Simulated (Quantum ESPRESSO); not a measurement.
The system is ZnS (Wurtzite-6H).

```
Zn S
1.0
     3.81200    0.00000    0.00000
    -1.90600    3.30129    0.00000
     0.00000    0.00000   18.68999
Zn S
6 6
Direct
  0.32928 0.65785 0.83269
  0.66986 0.32603 0.33231
  0.66144 0.33516 0.66366
  0.33240 0.67276 0.16646
  0.00386 0.00408 0.49906
  0.00418 0.00725 0.00148
  0.33697 0.66607 0.95964
  0.67533 0.34077 0.45539
  0.65908 0.33064 0.79245
  0.33099 0.67368 0.29064
  0.99461 0.98980 0.62586
  0.01096 0.00362 0.12645
```

The cell isn't the ideal one: atoms moved at random, drawn with an rms of 0.05 Å.

A run of Quantum ESPRESSO 7.5 on this cell left the log below. Logs are shortened: lines on timing, memory, paths and dates and some standing lists are left out, and cuts for length are marked.

```text
This program is part of the open-source Quantum ESPRESSO suite
     for quantum simulation of materials; please cite
         "P. Giannozzi et al., J. Phys.:Condens. Matter 21 395502 (2009);
         "P. Giannozzi et al., J. Phys.:Condens. Matter 29 465901 (2017);
         "P. Giannozzi et al., J. Chem. Phys. 152 154105 (2020);
     in publications or presentations arising from this work. More details at

     K-points division:     npool     =       2
     Subspace diagonalization in iterative solution of the eigenvalue problem:
     a serial algorithm will be used

     G-vector sticks info
     --------------------
     sticks:   dense  smooth     PW     G-vecs:    dense   smooth      PW
     Sum        1573     769    223               247327    87083   13487

     Using Slab Decomposition

     bravais-lattice index     =            0
     lattice parameter (alat)  =       7.2036  a.u.
     unit-cell volume          =    1587.2381 (a.u.)^3
     number of atoms/cell      =           12
     number of atomic types    =            2
     number of electrons       =       156.00
     number of Kohn-Sham states=           98
     kinetic-energy cutoff     =      55.0000  Ry
     charge density cutoff     =     440.0000  Ry
     scf convergence threshold =      2.4E-09
     mixing beta               =       0.5000
     number of iterations used =            8  plain     mixing
     Exchange-correlation=  SLA  PW   PBX  PBC
                           (   1   4   3   4   0   0   0)

     celldm(1)=   7.203636  celldm(2)=   0.000000  celldm(3)=   0.000000
     celldm(4)=   0.000000  celldm(5)=   0.000000  celldm(6)=   0.000000

     crystal axes: (cart. coord. in units of alat)
               a(1) = (   1.000000   0.000000   0.000000 )
               a(2) = (  -0.500000   0.866025   0.000000 )
               a(3) = (   0.000000   0.000000   4.902935 )

     reciprocal axes: (cart. coord. in units 2 pi/alat)
               b(1) = (  1.000000  0.577350 -0.000000 )
               b(2) = (  0.000000  1.154701  0.000000 )
[... 788 lines left out ...]
    -5.5537  -5.3987  -5.3065  -5.2003  -5.1294  -4.9856   0.3485   0.4231
     0.4854   0.5199   0.5693   0.5816   0.6017   0.6680   0.6824   0.7024
     0.7440   0.7722   0.7777   0.8563   0.8673   0.8829   0.9022   0.9246
     0.9425   0.9932   1.0029   1.0728   1.0834   1.0846   1.1258   1.1696
     1.1836   1.1872   1.2440   1.2955   1.6643   1.7720   2.1830   2.2557
     2.3849   2.5290   4.1271   4.2145   4.5790   4.7083   4.7285   4.7458
     5.1906   5.2338   5.6128   5.7346   5.7822   5.9309  10.1524  10.2272
    10.6314  10.7476  10.8835  11.0086  11.4737  11.6191  12.4740  12.5233
    13.4324  13.5592  13.9263  14.1253  15.1097  15.2456  15.5293  15.6674
    15.6890  15.7127
[... 499 lines left out ...]
  -118.2170-118.1899-118.0870-118.0040-117.9686-117.9142 -72.3893 -72.3879
   -72.3827 -72.3614 -72.3594 -72.3580 -72.2601 -72.2561 -72.2525 -72.1751
   -72.1736 -72.1714 -72.1392 -72.1383 -72.1366 -72.0849 -72.0838 -72.0823
    -5.4389  -5.3101  -5.2111  -5.1224  -5.0903  -4.9741   0.4261   0.5144
     0.5368   0.5775   0.5857   0.6269   0.6571   0.6888   0.7102   0.7455
     0.7723   0.7894   0.8029   0.8285   0.8418   0.8703   0.9093   0.9442
     0.9683   0.9806   1.0309   1.0518   1.0576   1.1110   1.1265   1.1689
     1.2535   1.2938   1.3370   1.4028   1.9395   2.0651   2.1842   2.2883
     2.3350   2.4681   3.4590   3.6518   3.9221   3.9447   4.2428   4.3691
     4.7709   4.8003   5.1371   5.2040   5.4445   5.5231  11.1701  11.2891
    11.5620  11.6142  11.9381  12.0678  12.7308  12.7651  12.9782  13.0548
    13.3847  13.5269  13.9071  14.1248  14.8298  14.8662  15.3030  15.4110
    15.6755  15.7849

     the Fermi energy is     7.9278 ev

!    total energy              =   -2914.62587861 Ry
     estimated scf accuracy    <          7.8E-10 Ry
     smearing contrib. (-TS)   =      -0.00000000 Ry
     internal energy E=F+TS    =   -2914.62587861 Ry

     The total energy is F=E-TS. E is the sum of the following terms:
     one-electron contribution =   -2725.36464289 Ry
     hartree contribution      =    1404.47044880 Ry
     xc contribution           =    -304.24892530 Ry
     ewald contribution        =   -1289.48275921 Ry

     convergence has been achieved in  12 iterations

     Forces acting on atoms (cartesian axes, Ry/au):

     atom    1 type  1   force =    -0.00621987    0.00514925    0.00935794
     atom    2 type  1   force =    -0.00937773    0.01063341   -0.00850915
     atom    3 type  1   force =     0.00497366   -0.01090493    0.02165580
     atom    4 type  1   force =     0.01226131   -0.00293158    0.00000658
     atom    5 type  1   force =     0.00239882    0.00174026   -0.00027003
     atom    6 type  1   force =     0.00304786   -0.00593891   -0.00273976
     atom    7 type  2   force =    -0.00327412    0.00583734   -0.00681483
     atom    8 type  2   force =    -0.00327161   -0.00313827    0.01763419
     atom    9 type  2   force =     0.00737284   -0.00505991   -0.01471317
     atom   10 type  2   force =     0.01096041   -0.01095083    0.00447106
     atom   11 type  2   force =    -0.00500499    0.01237605   -0.01621595
     atom   12 type  2   force =    -0.01386658    0.00318811   -0.00386268

     Total force =     0.053819     Total SCF correction =     0.000158

     Computing stress (Cartesian axis) and pressure

          total   stress  (Ry/bohr**3)                   (kbar)     P=       22.73
   0.00014103  -0.00000590   0.00000533           20.75       -0.87        0.78
  -0.00000590   0.00019264  -0.00000083           -0.87       28.34       -0.12
   0.00000533  -0.00000083   0.00012987            0.78       -0.12       19.10

=------------------------------------------------------------------------------=
   JOB DONE.
=------------------------------------------------------------------------------=
```

**Question.** What input gives this log?

**Answer.** Single point with PBE, no spin polarisation. The files as run (others can give the same):

pw.in
```
&CONTROL
  calculation = 'scf'
  prefix = 'pwscf'
  outdir = './tmp'
  pseudo_dir = './pseudo'
  tprnfor = .true.
  tstress = .true.
  disk_io = 'nowf'
/
&SYSTEM
  ibrav = 0
  nat = 12
  ntyp = 2
  ecutwfc = 55
  ecutrho = 440
  nbnd = 98
  occupations = 'smearing'
  smearing = 'fd'
  degauss = 0.00367493
/
&ELECTRONS
  conv_thr = 2.4d-09
  electron_maxstep = 120
  mixing_beta = 0.5
/
ATOMIC_SPECIES
Zn    65.3800 Zn_pbe_v1.uspp.F.UPF
S     32.0600 s_pbe_v1.4.uspp.F.UPF
CELL_PARAMETERS angstrom
   3.8120000000    0.0000000000    0.0000000000
  -1.9060000000    3.3012888392    0.0000000000
   0.0000000000    0.0000000000   18.6899900000
ATOMIC_POSITIONS crystal
Zn     0.3292810000    0.6578550000    0.8326920000
Zn     0.6698640000    0.3260280000    0.3323100000
Zn     0.6614420000    0.3351600000    0.6636650000
Zn     0.3323970000    0.6727650000    0.1664610000
Zn     0.0038650000    0.0040820000    0.4990570000
Zn     0.0041840000    0.0072540000    0.0014760000
S      0.3369730000    0.6660730000    0.9596420000
S      0.6753270000    0.3407730000    0.4553900000
S      0.6590810000    0.3306440000    0.7924460000
S      0.3309950000    0.6736820000    0.2906380000
S     -0.0053950000   -0.0101970000    0.6258570000
S      0.0109580000    0.0036220000    0.1264500000
K_POINTS automatic
8 8 2 0 0 0
```

Potentials or basis: SSSP 1.3 efficiency PBE.
Launch:
```console
$ OMP_NUM_THREADS=1 mpirun -n 2 pw.x -nk 2 -in pw.in > pw.out
```
